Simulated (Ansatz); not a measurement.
# A Si vacancy next to a Si vacancy in diamond Si, 214 atoms, charge −2

All numbers come from Ansatz (PAW, plane waves, no spin–orbit coupling) at the single k point (¼, ¼, ¼) without its symmetry partners. The atoms were relaxed with PBEsol in a fixed cell; other functionals are single points on those atoms unless said otherwise. The valence top and gap of the host come from its small cell on a dense mesh, with the band extrema sought between the mesh points, lined up by the mean potential, PBEsol gap 0.46 eV, HSE06 gap 1.13 eV. The charge correction uses an assumed dielectric constant of 11.7.

Cell: a = 16.298 Å, b = 16.298 Å, c = 16.298 Å, α = 90.00°, β = 90.00°, γ = 90.00°.

Nearest atoms after relaxation, from the placed atom (for vacancies from the middle of the vacant sites): Si at 2.62 Å, Si at 2.62 Å, Si at 2.62 Å, Si at 2.62 Å, Si at 2.62 Å, Si at 2.63 Å.

Chemical potentials μ are those of reference phases of the elements at zero temperature by the same functional (the usual solids, diamond for C, grey Sn, and the molecules H2, N2, O2, F2, Cl2, Br2 and S8).

| functional | E(defect) − E(host) − Σ nμ + q·E_VBM (eV) | monopole (eV) | alignment (eV) | formation energy at E_F = VBM (eV) | moment (μB) | wall time, shared host |
| --- | --- | --- | --- | --- | --- | --- |
| PBEsol | 5.65 | 0.43 | 0.08 | 6.16 | 0 (no spin) | 17 s on NVIDIA H100 (relaxation) |
| HSE06 | 7.62 | 0.43 | 0.09 | 8.14 | 0 (no spin) | 3.1 min on NVIDIA H100 |

How does the monopole term follow by hand for this cubic cell?

q²·α·e²/(4πε₀)/(2εL) with the Madelung constant α = 2.837 and e²/4πε₀ = 14.40 eV·Å: 4 × 2.837 × 14.40 / (2 × 11.7 × 16.298) = 0.43 eV.

HSE06 one-electron levels near the gap (the ten most localised at most), from the host's valence top, not corrected for the charge's images:

```tsv
level (eV)	spin	filling	atoms sharing it	element of the atom with most weight
-0.29	both	2.00	175.1	spread
-0.29	both	2.00	175.1	spread
0.44	both	2.00	21.4	Si
0.44	both	2.00	21.4	Si
0.96	both	0.00	23.3	Si
0.96	both	0.00	23.4	Si
1.30	both	0.00	207.8	spread
1.30	both	0.00	207.8	spread
1.31	both	0.00	200.0	spread
1.42	both	0.00	212.2	spread
```

The runs had no spin polarisation though PBEsol leaves holes or close levels at the Fermi level; a state of higher spin may be lower.

One k point and a cell of this size can leave errors of several tenths of an eV in such numbers.

In HSE06, the doubly negative divacancy has a filled degenerate pair at 0.44 eV, near the middle of the gap, with its largest weight on Si. This fits the textbook picture of six dangling bonds, three around each vacant site, whose e-type combinations couple weakly across the divacancy and split into two pairs. The two added electrons complete the lower pair, removing the first-order Jahn–Teller drive that its partial filling gives the neutral centre. The empty pair at 0.96 eV is probably the upper partner, but it lies too close to the conduction edge for a firm assignment as a deep level.

The formation energy rises from 6.16 eV in PBEsol to 8.14 eV in HSE06 with the Fermi level at the valence top. Much of this difference disappears when each value is referred to its own conduction edge, so it probably reflects band-edge placement more than the energy of breaking bonds. Without other charge states or an isolated vacancy, neither acceptor transition levels nor the binding of the pair can be derived.
